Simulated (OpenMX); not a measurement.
The system is TiSi2.

```
Ti Si
1.0
    -1.47287    1.71213    4.21208
     1.47287   -1.71213    4.21208
     1.47287    1.71213   -4.21208
Ti Si
1 2
Direct
  0.00000 0.00000 0.00000
  0.67008 0.67008 0.00000
  0.32992 0.32992 0.00000
```

The cell comes from a database or a generator and needn't be the stable form of this composition.

```yaml
Program: OpenMX 3.8.5
Task: single point
Functional: PBE
Potentials_or_basis: OpenMX 2013 PBE set, Ti7.0-s3p2d2, Si7.0-s2p2d1, grid cutoff 400 Ry
k_mesh: 13 × 13 × 13
Occupations: fermi-dirac, width 0.05 eV
Spin: no spin polarisation
```

On this cell: pressure 1.7 GPa; largest force 0.083 eV/Å; band gap on the k mesh none (metal or under the smearing width).

The same run follows on a disturbed copy (atoms moved at random, drawn with an rms of 0.05 Å):

```xyz
3
Lattice="-1.4729 1.7121 4.2121 1.4729 -1.7121 4.2121 1.4729 1.7121 -4.2121" Properties=species:S:1:pos:R:3 pbc="T T T"
Ti    0.0223   -0.0043   -0.0431
Si   -0.0024    0.0511    5.6305
Si   -0.0393    0.0282    2.7701
```

**Question.** What does the disturbed cell give?

**Answer.** The energy (extrapolated to zero smearing) moves by +7.9 meV/atom; pressure 2.0 GPa; largest force 0.574 eV/Å; band gap on the k mesh none (metal or under the smearing width).

Forces on the atoms (eV/Å):
```
Ti  -0.283  0.411  0.283
Si   0.027 -0.314 -0.027
Si   0.252 -0.084 -0.257
```

Caveats: the basis of atomic orbitals isn't converged, which shifts pressures, moduli and gaps.
